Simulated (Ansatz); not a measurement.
## One input, then a changed one: FeGe (rocksalt type)

First run: DFT, PBE, PAW with Ansatz's default frozen-core files, scalar-relativistic (Ansatz 0.2.0).

Command: `ansatz run input.yaml --threads 1 --pin off --max-ram 3072MiB --backend cpu --events-out ev --progress --plain --runs-dir out` It took 11 s on 1 thread of Arm Neoverse V1, with other jobs on the host, peak memory 0.37 GiB.

```yaml
crystal:
  lattice:
    - [0.0, 2.1731884624, 2.1731884624]
    - [2.1731884624, 0.0, 2.1731884624]
    - [2.1731884624, 2.1731884624, 0.0]
  atoms:
    - { symbol: Fe, position: [0.0, 0.0, 0.0], spin: 2.5 }
    - { symbol: Ge, position: [0.5, 0.5, 0.5] }
magnetization:
  spin_polarized: true
kpoints:
  mp_grid: { grid: [14, 14, 14] }
scf:
  occupations: { method: fermi_dirac, width: 0.08 }
hamiltonian:
  xc: pbe
  pseudopotentials: { kind: paw }
output:
  forces: true
  stress: true
  eigenvalues: true
  populations: true
```

The cell comes from a relaxation on PAW files under the same functional, begun from a prototype that needn't be the stable phase.

This run: volume at 0.68 of the series' base cell.

It converges in 15 SCF iterations at a pressure of 87.2 GPa, cell moment 0.00 μB, cutoff 420 eV.

A second run of a changed input logged this at its end:

```
Error: invalid value for `kpoints.mp_grid.grid`: each dimension must be in 1..=255
```

Q: What was wrong with the input?

A: The fault: a k mesh that is ill-formed (a zero count, or a grid and a spacing together), by this change (others could give a like log):
```diff
 kpoints:
-  mp_grid: { grid: [14, 14, 14] }
+  mp_grid: { grid: [0, 14, 14] }
 scf:
   occupations: { method: fermi_dirac, width: 0.08 }
+  max_iter: 50
 hamiltonian:
```
